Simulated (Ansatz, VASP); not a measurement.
# LiH: VASP beside Ansatz

File POSCAR:

```
LiH
1.0
    3.2880678175      0.0000000000      0.0000000000
   -1.6440339087      2.8475502593      0.0000000000
    0.0000000000      0.0000000000      4.1087262615
Li H
2 2
Direct
    0.3333333333      0.6666666667     -0.0625093473
    0.6666666667      0.3333333333      0.4374906527
    0.3333333333      0.6666666667      0.4375093473
    0.6666666667      0.3333333333      0.9375093473
```

The input INCAR.step1:

```
SYSTEM = LiH
PREC = Accurate ; ENCUT = 520
ISMEAR = 0 ; SIGMA = 0.01
LREAL = .False. ; LASPH = .True.
NELM = 100 ; NBANDS = 12
GGA = PE ; ALGO = Normal
EDIFF = 1E-4 ; LWAVE = .True.
LCHARG = .False.
```

Contents of INCAR.step2:

```
SYSTEM = LiH
PREC = Accurate ; ENCUT = 520
EDIFF = 1E-7 ; ISMEAR = 0
SIGMA = 0.01 ; LREAL = .False.
LASPH = .True. ; NELM = 100
ALGO = Normal ; ISIF = 2
LWAVE = .False. ; LCHARG = .False.
METAGGA = R2SCAN ; LMIXTAU = .True.
NBANDS = 12 ; ISTART = 1
```

Contents of KPOINTS:

```
regular mesh
0
Gamma
  9 9 6
  0 0 0
```

Input for Ansatz:

```yaml
crystal:
  lattice:
    - [3.2880678175, 0.0, 0.0]
    - [-1.6440339087, 2.8475502593, 0.0]
    - [0.0, 0.0, 4.1087262615]
  atoms:
    - { symbol: Li, position: [0.3333333333, 0.6666666667, -0.0625093473] }
    - { symbol: Li, position: [0.6666666667, 0.3333333333, 0.4374906527] }
    - { symbol: H, position: [0.3333333333, 0.6666666667, 0.4375093473] }
    - { symbol: H, position: [0.6666666667, 0.3333333333, 0.9375093473] }
kpoints:
  mp_grid: { grid: [9, 9, 6] }
hamiltonian:
  xc: r2scan
scf:
  occupations: { method: fixed }
  n_extra_bands: 5
output:
  forces: true
  stress: true
  eigenvalues: true
```

Alike in both runs: task single point; functional r2SCAN; k mesh 9 × 9 × 6; no spin polarisation.

```csv
,VASP,Ansatz
version,VASP 6.6.1,Ansatz 0.2.0
potentials or method,"VASP PAW PBE potentials, release 64 (Li_sv, H)","plane waves, PAW"
plane-wave cutoff (eV),520,500
occupations,"gaussian, width 0.01 eV",fixed
valence electrons in the cell,8,8
```

|  | VASP | Ansatz | Ansatz less VASP |
| --- | --- | --- | --- |
| gap on the k mesh at the Fermi level (eV) | 2.35 | 2.39 | +0.043 |

Ansatz warned: «structure_snapped_to_symmetry».

Caveats: an odd mesh through Γ misses points on the zone boundary, where band edges often lie. r2SCAN opens gaps a little over a GGA but as a rule still falls short of measured ones.
